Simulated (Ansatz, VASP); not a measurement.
Given: the input of a run of VASP 6.6.1 on InAs.

The input INCAR:

```
PREC     = Accurate       # precision mode
ENCUT    = 520            # plane-wave cutoff, eV
EDIFF    = 1E-6           # SCF threshold, eV
ISMEAR   = -1             # smearing method
SIGMA    = 0.05           # smearing width, eV
LREAL    = False          # projectors in reciprocal space
LASPH    = True           # aspherical terms in the spheres
NELM     = 60             # most SCF steps
ALGO     = Normal         # electronic algorithm
ISIF     = 2              # what is computed and relaxed
LWAVE    = False          # write WAVECAR
LCHARG   = False          # write CHGCAR
METAGGA  = R2SCAN         # meta-GGA
LMIXTAU  = True
```

Contents of KPOINTS:

```
regular mesh
0
Gamma
  8 8 8
```

Contents of POSCAR:

```
InAs
1.0
    0.0000000000      3.0771914981      3.0771914981
    3.0771914981      0.0000000000      3.0771914981
    3.0771914981      3.0771914981      0.0000000000
In As
1 1
Direct
    0.0000000000      0.0000000000      0.0000000000
    0.7500000000      0.7500000000      0.7500000000
```

Potentials or basis: VASP PAW PBE potentials, release 64 (In_d, As).

Launch:

```sh
$ cat potpaw_PBE.64/In_d/POTCAR potpaw_PBE.64/As/POTCAR > POTCAR
$ mpirun -np 1 vasp_std > vasp.out
```

Question: Translate it to Ansatz 0.2.0. Potentials there: Ansatz PAW.

Answer: As run (the cutoff follows the program's own potentials):

input.yaml

```yaml
crystal:
  lattice:
    - [0.0, 3.0771914981, 3.0771914981]
    - [3.0771914981, 0.0, 3.0771914981]
    - [3.0771914981, 3.0771914981, 0.0]
  atoms:
    - { symbol: In, position: [0.0, 0.0, 0.0] }
    - { symbol: As, position: [0.75, 0.75, 0.75] }
hamiltonian:
  xc: r2scan
  pseudopotentials: { kind: paw }
kpoints:
  mp_grid: { grid: [8, 8, 8] }
scf:
  occupations: { method: fermi_dirac, width: 0.05 }
output:
  forces: true
  stress: true
  eigenvalues: true
```

Potentials or basis: Ansatz PAW.

Run with:

```bash
$ ansatz run input.yaml --threads 1 --pin off --max-ram 3584MiB --backend cpu --events-out ev --progress --plain --runs-dir out
```

Both were run:

|  | VASP | Ansatz | Ansatz less VASP |
| --- | --- | --- | --- |
| gap on the k mesh at the Fermi level (eV) | none | none | - |
| pressure (GPa) | -1.4 | -1.2 | +0.22 |

A gap of «none» marks a metal or a gap that the smearing closes. The two sets of potentials don't hold the same shells in valence.

Caveats: the PAW data sets were made with another functional, which shifts forces and pressure a little (VASP); the PAW data sets come from PBE, with cores solved anew for the run's functional, which leaves a small shift of forces and pressure (Ansatz).
